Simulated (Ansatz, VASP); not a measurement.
**One calculation of C, two programs**

File POSCAR:

```
C
1.0
    2.1553145742     -1.2444459046      0.0000000000
    2.1553145742      1.2444459046      0.0000000000
   -1.3972173651      0.0000000000      3.5489252341
C
2
Direct
    0.1666444700      0.1666444700      0.9999069600
    0.8333555300      0.8333555300      0.0000930400
```

File INCAR.step1:

```
ALGO     = Normal         # electronic algorithm
EDIFF    = 1E-4           # SCF threshold, eV
ENCUT    = 520            # plane-wave cutoff, eV
GGA      = PE             # functional
ISMEAR   = -1             # smearing method
LASPH    = T              # aspherical terms in the spheres
LCHARG   = F              # write CHGCAR
LREAL    = F              # projectors in reciprocal space
LWAVE    = T              # write WAVECAR
NBANDS   = 11             # bands
NELM     = 100            # most SCF steps
PREC     = Accurate       # precision mode
SIGMA    = 0.05           # smearing width, eV
```

The input INCAR.step2:

```
ALGO     = Normal         # electronic algorithm
EDIFF    = 1E-6           # SCF threshold, eV
ENCUT    = 520            # plane-wave cutoff, eV
ISIF     = 2              # what is computed and relaxed
ISMEAR   = -1             # smearing method
ISTART   = 1            
LASPH    = T              # aspherical terms in the spheres
LCHARG   = T              # write CHGCAR
LELF     = T              # ELF
LMIXTAU  = T            
LREAL    = F              # projectors in reciprocal space
LVHAR    = T            
LWAVE    = F              # write WAVECAR
METAGGA  = R2SCAN         # meta-GGA
NBANDS   = 11             # bands
NELM     = 100            # most SCF steps
PREC     = Accurate       # precision mode
SIGMA    = 0.05           # smearing width, eV
```

The input KPOINTS:

```
k-points
0
Gamma
  13 13 8
```

input.yaml

```yaml
crystal:
  lattice:
    - [2.1553145742, -1.2444459046, 0.0]
    - [2.1553145742, 1.2444459046, 0.0]
    - [-1.3972173651, 0.0, 3.5489252341]
  atoms:
    - { symbol: C, position: [0.16664447, 0.16664447, 0.99990696] }
    - { symbol: C, position: [0.83335553, 0.83335553, 9.304e-05] }
hamiltonian:
  xc: r2scan
  pseudopotentials: { kind: paw }
kpoints:
  mp_grid: { grid: [13, 13, 8] }
scf:
  occupations: { method: fermi_dirac, width: 0.05 }
output:
  forces: true
  stress: true
  eigenvalues: true
```

This is a stacking variant of graphite.

Alike in both runs: task single point; functional r2SCAN; k mesh 13 × 13 × 8; occupations fermi-dirac, width 0.05 eV; no spin polarisation.

```csv
,VASP,Ansatz
version,VASP 6.6.1,Ansatz 0.2.0
potentials or method,"VASP PAW PBE potentials, release 64 (C)",Ansatz PAW
plane-wave cutoff (eV),520,500
valence electrons in the cell,8,8
```

|  | VASP | Ansatz | Ansatz less VASP |
| --- | --- | --- | --- |
| gap on the k mesh at the Fermi level (eV) | 0.98 | 0.98 | -0.001 |
| least direct gap on the mesh (eV) | 0.99 | 0.99 | -0.001 |
| pressure (GPa) | -9.6 | -10.2 | -0.63 |
| largest component of the traceless stress (GPa) | 9.56 | 10.26 | +0.701 |
| rms of the force components (eV/Å) | 0.006 | 0.006 | +0.0001 |

Atom by atom the forces differ by 0.000 eV/Å (rms over components).

Caveats: the PAW data sets were made with another functional, which shifts forces and pressure a little (VASP); an odd mesh through Γ misses points on the zone boundary, where band edges often lie (VASP); odd divisions of the mesh miss points on the zone boundary, where band edges often lie, so the gap on the mesh can be too wide (Ansatz); the PAW data sets come from PBE, with cores solved anew for the run's functional, which leaves a small shift of forces and pressure (Ansatz).
